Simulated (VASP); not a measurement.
# Rb₇Br₈: saddle point by the improved dimer method

Rb₇Br₈, defect, 15 atoms in the cell. PBE, improved dimer method; PAW potentials Rb_sv, Br (PBE set).

Path: a Rb atom hops into a neighbouring Rb vacancy; Length of the hop (Å): 4.126; Charge of the cell: -1; Atoms free in the vibrations (from 0): 0, 7, 9, 11, 13.

## Input

INCAR.step1:
```
ALGO = Normal ; EDIFF = 1E-7
EDIFFG = -0.005 ; ENCUT = 250
IBRION = 2 ; ISIF = 2
ISMEAR = 0 ; ISYM = 0
KPAR = 4 ; LASPH = T
LCHARG = F ; LREAL = F
LWAVE = F ; NELECT = 120.0
NELM = 100 ; NSW = 100
POTIM = 0.5 ; PREC = Accurate
SIGMA = 0.05
```

INCAR.step2, as INCAR.step1 but for:
```
- EDIFF = 1E-7
- EDIFFG = -0.005
+ EDIFF = 1E-6
+ EDIFFG = -0.02
```

INCAR.step3, as INCAR.step2 but for:
```
- IBRION = 2
- ISIF = 2
- NSW = 100
- POTIM = 0.5
+ IBRION = 44
+ NSW = 300
```

INCAR.step4, as INCAR.step3 but for:
```
- EDIFF = 1E-6
- EDIFFG = -0.02
- IBRION = 44
- NSW = 300
+ EDIFF = 1E-7
+ IBRION = 5
+ NFREE = 2
+ NSW = 1
+ POTIM = 0.015
```

KPOINTS:
```
k-points
0
Gamma
  2 2 2
```

POSCAR.step1:
```
Rb7Br8
1.0
    8.2521546000      0.0000000000      0.0000000000
    0.0000000000      8.2521546000      0.0000000000
    0.0000000000      0.0000000000      8.2521546000
Rb Br
7 8
Direct
    0.0000000000      0.0000000000      0.5000000000
    0.0000000000      0.5000000000      0.0000000000
    0.0000000000      0.5000000000      0.5000000000
    0.5000000000      0.0000000000      0.0000000000
    0.5000000000      0.0000000000      0.5000000000
    0.5000000000      0.5000000000      0.0000000000
    0.5000000000      0.5000000000      0.5000000000
    0.2500000000      0.2500000000      0.2500000000
    0.2500000000      0.2500000000      0.7500000000
    0.2500000000      0.7500000000      0.2500000000
    0.2500000000      0.7500000000      0.7500000000
    0.7500000000      0.2500000000      0.2500000000
    0.7500000000      0.2500000000      0.7500000000
    0.7500000000      0.7500000000      0.2500000000
    0.7500000000      0.7500000000      0.7500000000
```

POSCAR.step2:
```
Rb7Br8
1.0
    8.2521546000      0.0000000000      0.0000000000
    0.0000000000      8.2521546000      0.0000000000
    0.0000000000      0.0000000000      8.2521546000
Rb Br
7 8
Direct
    0.0000000000      0.0000000000      0.0000000000
    0.0000000000      0.5000000000      0.0000000000
    0.0000000000      0.5000000000      0.5000000000
    0.5000000000      0.0000000000      0.0000000000
    0.5000000000      0.0000000000      0.5000000000
    0.5000000000      0.5000000000      0.0000000000
    0.5000000000      0.5000000000      0.5000000000
    0.2500000000      0.2500000000      0.2500000000
    0.2500000000      0.2500000000      0.7500000000
    0.2500000000      0.7500000000      0.2500000000
    0.2500000000      0.7500000000      0.7500000000
    0.7500000000      0.2500000000      0.2500000000
    0.7500000000      0.2500000000      0.7500000000
    0.7500000000      0.7500000000      0.2500000000
    0.7500000000      0.7500000000      0.7500000000
```

POSCAR.step3:
```
Rb7Br8                                  
1.0
    8.2521546000      0.0000000000      0.0000000000
    0.0000000000      8.2521546000      0.0000000000
    0.0000000000      0.0000000000      8.2521546000
Rb Br
7 8
Direct
    0.0048662659     -0.0062728921      0.2677120737
    0.9986237569      0.4989363343      0.0159178118
   -0.0048956144      0.4994714238      0.5146405024
    0.5080871586      1.0005471389      1.0155857854
    0.4993518334      0.9983807483      0.5141801583
    0.4990588424      0.5011741237      0.0159169682
    0.5023271589      0.4995205697      0.5167414733
    0.2609625018      0.2585371184      0.2652701938
    0.2538808593      0.2556340249      0.7716372608
    0.2565614136      0.7421944460      0.2689238768
    0.2521755933      0.7449688298      0.7690862102
    0.7441911539      0.2574367349      0.2681186965
    0.7388214925      0.2567992500      0.7646215123
    0.7387418467      0.7434559141      0.2681924594
    0.7445980291      0.7430671796      0.7670105840

    0.0000002200      0.0000001614     -0.9647831458
   -0.0000002331     -0.0000002798      0.0689128417
    0.0000003293     -0.0000001476      0.0689131341
    0.0000001583     -0.0000000227      0.0689133258
    0.0000001635     -0.0000001461      0.0689130701
   -0.0000000483      0.0000002852      0.0689131281
   -0.0000004136      0.0000004529      0.0689124402
    0.0000099078      0.0000098054      0.0505171929
    0.0000100281      0.0000100981      0.0873091201
    0.0000101523     -0.0000103860      0.0505171487
    0.0000102336     -0.0000100227      0.0873091394
   -0.0000104594      0.0000099859      0.0505171551
   -0.0000100941      0.0000102749      0.0873091760
   -0.0000100176     -0.0000100770      0.0505171402
   -0.0000099267     -0.0000099817      0.0873091334
```

POSCAR.step4:
```
Rb7Br8
1.0
    8.2521546000      0.0000000000      0.0000000000
    0.0000000000      8.2521546000      0.0000000000
    0.0000000000      0.0000000000      8.2521546000
Rb Br
7 8
Selective dynamics
Direct
    0.0006606581      0.9992183009      0.2658936416  T T T
    0.9993510906      0.4992897876      0.0074139616  F F F
    0.9995304288      0.4994279923      0.5261268289  F F F
    0.5017344979      0.9999957224      0.0073076597  F F F
    0.4988616349      0.9993963017      0.5260924447  F F F
    0.4995022101      0.5000022443      0.0026352234  F F F
    0.4992639596      0.4995347441      0.5317997178  F F F
    0.2717953436      0.2689242239      0.2672128663  T T T
    0.2518863078      0.2528118040      0.7674214148  F F F
    0.2698536415      0.7281662632      0.2676087037  T T T
    0.2526376694      0.7471201856      0.7677333743  F F F
    0.7309066468      0.2707761174      0.2664013743  T T T
    0.7456871436      0.2529724678      0.7661286745  F F F
    0.7291094894      0.7298122466      0.2671522404  T T T
    0.7465715699      0.7464025426      0.7666274407  F F F
```

POSCAR.step5:
```
Rb7Br8
1.0
    8.2521546000      0.0000000000      0.0000000000
    0.0000000000      8.2521546000      0.0000000000
    0.0000000000      0.0000000000      8.2521546000
Rb Br
7 8
Selective dynamics
Direct
    0.0000000233      0.0000000354      0.4999999403  T T T
    0.9999999275      0.5000000039      0.0000000195  F F F
    0.0000000300      0.5000000296      0.4999999892  F F F
    0.5000000370      0.9999999916      0.9999999938  F F F
    0.4999999932      0.9999999428      0.4999999943  F F F
    0.4999999781      0.4999999813      0.0000000413  F F F
    0.4999999816      0.5000000327      0.4999999671  F F F
    0.2544466353      0.2544466333      0.2544466712  T T T
    0.2544466121      0.2544466079      0.7455534099  F F F
    0.2544466439      0.7455533690      0.2544466520  T T T
    0.2544466415      0.7455533365      0.7455533571  F F F
    0.7455533888      0.2544466235      0.2544466340  T T T
    0.7455533433      0.2544466248      0.7455533643  F F F
    0.7455533857      0.7455534013      0.2544466050  T T T
    0.7455533787      0.7455533864      0.7455533609  F F F
```

Commands (each step's output is kept before the next begins):
```
cat potpaw_PBE.64/Rb_sv/POTCAR potpaw_PBE.64/Br/POTCAR > POTCAR
cp INCAR.step1 INCAR
cp POSCAR.step1 POSCAR
mpirun -np 4 vasp_std > vasp.out
cp INCAR.step2 INCAR
cp POSCAR.step2 POSCAR
mpirun -np 4 vasp_std > vasp.out
# the block under the positions in POSCAR is the starting axis: the straight line between the two relaxed ends
cp INCAR.step3 INCAR
cp POSCAR.step3 POSCAR
mpirun -np 4 vasp_std > vasp.out
# POSCAR: the saddle point
cp INCAR.step4 INCAR
cp POSCAR.step4 POSCAR
mpirun -np 4 vasp_std > vasp.out
# POSCAR: the relaxed minimum
cp POSCAR.step5 POSCAR
mpirun -np 4 vasp_std > vasp.out
```

## Result

- Barrier (eV): 0.506
- Barrier with zero-point energies (eV): 0.515
- Imaginary frequency (cm⁻¹): 45
- Imaginary modes at the saddle: 1
- Attempt frequency (THz): 0.3
- Force evaluations of the dimer: 28
- Largest force left (eV/Å): 0.0135
- Ionic steps, all stages: 100
- Electronic steps, all stages: 804

Vibrations (cm⁻¹; a negative value is imaginary):

| Mode | Minimum | Saddle |
|---|---|---|
| 1 | 91 | 146 |
| 2 | 88 | 146 |
| 3 | 82 | 125 |
| 4 | 82 | 97 |
| 5 | 77 | 90 |
| 6 | 70 | 72 |
| 7 | 70 | 72 |
| 8 | 64 | 72 |
| 9 | 64 | 64 |
| 10 | 64 | 64 |
| 11 | 48 | 58 |
| 12 | 48 | 45 |
| 13 | 45 | 45 |
| 14 | 45 | 26 |
| 15 | 44 | -45 |

Harmonic rate, classical:

| Temperature (K) | Jumps per second |
|---|---|
| 300 | 9.5e+02 |
| 600 | 1.7e+07 |
| 900 | 4.4e+08 |

The cell is RbBr (16 atoms) with one Rb atom missing.

Limits: the cell holds 15 atoms, so the vacancy or interstitial meets its own images and the barrier isn't that of a lone defect; the cell is charged against a uniform background; the barrier compares two equally charged cells; the attempt frequency counts the hopping atom and the four atoms nearest to it, while all others are held.

VASP 6.6.1 took 2128 s on 4 cores (Intel Xeon 6975P-C (Granite Rapids)), a shared host.
